Q: What sizes should I have in mind before I read a list of excitons in GaAs?

A: Light lifts an electron across a gap of roughly 1.5 eV and leaves a hole behind, and the two attract each other like the charges in a hydrogen atom. In GaAs the electron moves as if it were very light, and the crystal weakens their attraction about twelvefold. The resulting "atom" is huge and loose, with a radius of about 100 Å and a binding energy of about 5 meV. These two sizes follow from the hydrogen formulas with rough recalled values for the masses and the dielectric constant.

The list itself comes from the Bethe–Salpeter equation. It takes the possible electron jumps at a set of k points, which are sample values of the crystal momentum, and lets electron and hole attract. Each row is one excited state. Its weight tells how strongly that state absorbs light.

Excitons of GaAs from the Bethe–Salpeter equation in GPAW 26.7.0, on a GLLB-SC ground state (7×7×7 k mesh, 500 eV plane-wave cutoff) without spin–orbit coupling. The excitations use a 6×6×6 k mesh, 3 valence and 2 conduction bands, a 1 eV scissors shift and a 50 eV response cutoff; the weights are for light polarised along z (direction 2).

| row | exciton energies (eV) | exciton weights |
| --- | --- | --- |
| 1 | 1.724 | 1.070 |
| 2 | 1.724 | 0.274 |
| 3 | 1.724 | 2.570 |
| 4 | 3.081 | 1.941 |
| 5 | 3.081 | 0.083 |
| 6 | 3.081 | 3.921 |
| 7 | 3.131 | 0.000 |
| 8 | 3.131 | 0.000 |
| 9 | 3.131 | 0.000 |
| 10 | 3.143 | 0.000 |
| 11 | 3.143 | 0.000 |
| 12 | 3.147 | 0.000 |
| 13 | 3.147 | 0.000 |
| 14 | 3.147 | 0.000 |
| 15 | 3.147 | 0.000 |
| 16 | 3.147 | 0.000 |
| 17 | 3.149 | 0.009 |
| 18 | 3.149 | 0.003 |
| 19 | 3.149 | 0.019 |
| 20 | 3.209 | 0.291 |
| 21 | 3.209 | 0.212 |
| 22 | 3.209 | 0.776 |
| 23 | 3.214 | 0.000 |
| 24 | 3.214 | 0.000 |

Q: The first three rows have the same energy but very different weights. Is row 3 really the brightest of them?

A: No, only the sum of the three weights has a meaning. At Γ, the k point of zero crystal momentum, the valence band has three states of equal energy and the conduction band has one, which makes three equal jumps. They correspond to light polarised along x, y and z. States of equal energy can be mixed in any proportion, and the solver returns one arbitrary mixture, so the weight for the chosen polarisation is spread over the rows by accident. The sum, 3.9, would be the same for every mixture.

Q: Then which group absorbs more, rows 1–3 or rows 4–6, and why is there nothing between them?

A: Rows 4–6 absorb more, with a summed weight of 5.9, about one and a half times that of the first group. They also lie where the calculated absorption has its peak, near 3.1 eV. The likely reason for their strength is number. Rows 1–3 come from the single point Γ, whereas rows 4–6 probably come from several equivalent points on the lines from Γ to L, a point at the edge of the Brillouin zone, and these absorb together. I infer this origin from energies and counts, since the output doesn't name the k points.

The empty stretch of 1.4 eV is made by the mesh. The conduction band of GaAs rises steeply away from Γ, so on this coarse mesh every other point already costs more than 3 eV. A real crystal has all the momenta in between and absorbs throughout that range. A finer mesh would fill the gap with new rows and take weight away from rows 1–3, because Γ would then stand for a smaller share of the zone. An absorption line drawn at 1.7 eV from this list would therefore look far too strong.

Q: Half of the rows have zero weight. Are those jumps forbidden, or are they spin triplets?

A: They are not spin triplets, because the calculation treats only excitations that keep the electrons paired in spin. The single jumps need not be forbidden either. Light drives all equivalent k points at once and in a fixed rhythm, and a state absorbs only if their contributions add up to a net dipole. In a dark state each point may respond, but the responses cancel.

Counting makes this concrete. Each L point has two valence states of equal energy at the top and one conduction state, so four points give eight jumps. In the tetrahedral symmetry of GaAs these combine into eight patterns: three that act as dipoles along x, y and z, and two dark sets of three and two. Rows 4–11 could be such a group, with three bright rows (4–6), three dark ones (7–9) and two dark ones (10–11).

A second reading fits better, though. Eight equivalent mesh points partway from Γ to L give sixteen jumps, and so each kind of set twice. Rows 4–19 hold just these: two triplets that may absorb (4–6 and 17–19, the second very weak), two dark triplets and two dark pairs. After row 19 the energy steps up by about 60 meV, whereas rows 11 and 12 are almost level. Rows 20–22 would then open another group, perhaps that of the L points.

In either reading, the jumps from equivalent points would all have the same energy if electron and hole didn't interact. Their spread shows how the interaction ties the points together.

Q: The gap with its shift is 1.796 eV and the first row lies at 1.724 eV. So the exciton is bound by 72 meV?

A: That is the binding energy of this calculation, but it is about thirteen times the hydrogen value. The reason is lack of room. The ground state used a 7×7×7 mesh, but the excitations were computed on one of 6×6×6 points. Such a mesh describes a block of crystal six cells long on each edge, about 24 Å, repeated without end. An exciton with a radius of 100 Å doesn't fit into it. Electron and hole are held much closer together than they would be in the crystal, and so they attract too strongly.

The size of the effect can be estimated if only the jumps at Γ take part. At momentum transfer $q$ the screened attraction is $4\pi e^2/(\varepsilon q^2)$, where $e$ is the electron charge and $\varepsilon$ the dielectric constant. The mesh replaces it by its average over the small cell of momentum space around $q=0$. Take that cell as a sphere of radius $q_0$ with the same volume, $(2\pi)^3/(N\Omega)$, where $N$ is the number of k points and $\Omega$ the volume of the crystal cell. The average of $1/q^2$ over the sphere is $3/q_0^2$, and division by the block volume $N\Omega$ gives the binding energy

$$E_\mathrm{mesh}=\frac{2e^2q_0}{\pi\varepsilon},\qquad q_0^3=\frac{6\pi^2}{N\Omega}.$$

Now put in the numbers. With $N=6\times6\times6$ and two atoms of 22.59 Å³ each, $q_0$ is 0.18 Å⁻¹. With $e^2=14.4$ eV Å and $\varepsilon\approx12$, the binding energy becomes $2\times14.4\times0.18/(12\pi)\approx0.14$ eV.

This is twice the listed value, so the estimate gives the order of magnitude and no more. It uses a recalled dielectric constant in place of the calculated screening and leaves out the exchange repulsion between electron and hole, and either may make it too large. It also leaves out the mixing with other k points, but that would add to the binding and so widen the misfit. No constant in it was adjusted to the table. The spherical average is also used in the calculation itself, so the comparison doesn't test that average, only the assumed screening and the idea that Γ acts nearly alone. That idea does much better than the hydrogen picture, which misses the listed value by a factor of thirteen.

Q: Would a somewhat finer mesh cure it? And does it matter to someone who makes photodiodes?

A: A somewhat finer mesh would help only slowly. In the formula $q_0$ is inversely proportional to the number of divisions along each edge, so going from 6 to 12 divisions should only halve the false binding. For the block to be as long as the exciton is wide, one would need about 55 divisions, and even there the formula gives about 15 meV, nearly three times the hydrogen value. The neighbours of Γ mix in strongly only on meshes finer still, where the simple formula gives way to the hydrogen picture.

It does matter for a photodiode, because the false binding energy makes the pairs seem harder to separate than they are. The thermal energy at room temperature is about 26 meV. A pair bound by 72 meV, nearly three times as much, would part less readily, and one might plan for a strong field or a suitable interface to help. A pair bound by 5 meV is broken up by heat alone, so the light produces free carriers that an ordinary junction can collect. GaAs belongs to the second case.

Q: What would change if I altered the 1 eV scissors shift, or replaced arsenic by antimony?

A: The scissors shift is a constant put in by hand to widen a calculated gap that is too small. If the screening is kept as it is, every excitation energy moves almost rigidly with it. Without the shift the first group would lie near 0.72 eV, and a shift of about 0.7 eV would bring the gap to its rough measured size. The binding energy would hardly change, because the gap and the excitation move together. The shift therefore sets where the spectrum begins, while the mesh sets how strongly the first exciton is bound.

Antimony would narrow the gap and so move the first group down in energy. It would also make a missing effect larger. Spin–orbit coupling, which is left out here, splits the valence top by roughly 0.3 eV in GaAs and would break up the triplet of rows 1–3. The states at the valence top sit mostly on the group-V atom, and antimony is heavier than arsenic, so the splitting grows from arsenide to antimonide.

The antimonide also screens better and has lighter carriers. In the hydrogen formula the binding energy falls as the reduced mass over $\varepsilon^2$, but the mesh estimate falls only as $1/\varepsilon$, and slightly more because the antimonide has the larger cell. By this argument the same coarse mesh should exaggerate the binding even more in GaSb than in GaAs.

Q: The table prints three decimals. How many of them would you quote?

A: For the position of a group on the energy axis I would quote one decimal at most, and even that one depends on the chosen shift. The scissors shift and the neglect of spin–orbit coupling each matter at the level of a few tenths of an electronvolt. The mesh adds errors of several hundredths, as the binding energy shows. The third decimal is useful for one purpose: it helps to tell which rows belong to the same degenerate set. Even there it can fail. Rows 12–16 share one printed energy, but symmetry allows at most three equal states here. Before rounding, two of them lie at 3.1466 eV and three at 3.1469 eV, which suggests a pair and a triplet. The triplet of rows 4–6 is itself split by 0.2 meV, though, so even the fourth decimal can't settle it alone.

Weights deserve two digits at most, only after they have been summed over a set, and only for this mesh. The optical matrix elements behind them are good to a few percent. The last two rows need extra care, because the list ends there and may have cut a set in two.

The safest content of the table is its pattern of bright and dark sets, as long as spin–orbit coupling is left out. Symmetry fixes how many rows each set holds and which sets may absorb, and a change of the scissors shift leaves that untouched. A finer mesh would add further sets, but they would obey the same rules. The binding energy is the least safe number, since the mesh supplies most of it.
